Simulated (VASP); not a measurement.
Input of a VASP 6.6.1 run:

Contents of INCAR:

```
SYSTEM = HgTe
PREC     = Accurate       ! precision mode
ENCUT    = 600            ! plane-wave cutoff, eV
EDIFF    = 1E-7           ! SCF threshold, eV
ISMEAR   = 0              ! smearing method
SIGMA    = 0.03           ! smearing width, eV
LREAL    = .False.        ! projectors in reciprocal space
LASPH    = .True.         ! aspherical terms in the spheres
NELM     = 80             ! most SCF steps
ALGO     = Normal         ! electronic algorithm
ISIF     = 2              ! what is computed and relaxed
LWAVE    = .False.        ! write WAVECAR
LCHARG   = .False.        ! write CHGCAR
GGA      = CA             ! functional
IBRION   = 2              ! ionic algorithm
NSW      = 40             ! ionic steps
EDIFFG   = -0.01          ! ionic threshold
```

File KPOINTS:

```
regular mesh
0
Gamma
  10 10 10
  0 0 0
```

The input POSCAR:

```
HgTe                                    
1.0
    0.0000000000      3.2454534733      3.2454534733
    3.2454534733      0.0000000000      3.2454534733
    3.2454534733      3.2454534733      0.0000000000
  Hg              Te            
     1     1
Direct
     0.0000000000000000    0.0000000000000000    0.0000000000000000
     0.2500000000000000    0.2500000000000000    0.2500000000000000
```

Potentials or basis: VASP PAW LDA potentials, release 64 (Hg, Te).

Run with:

```bash
$ cat potpaw_LDA.64/Hg/POTCAR potpaw_LDA.64/Te/POTCAR > POTCAR
$ mpirun -np 1 vasp_std > vasp.out
```

(1) What does it give for the band gap on the k mesh?

## Answers

(1) none (metal or under the smearing width).

Caveat: the relaxation stopped at its first step, so nothing moved.
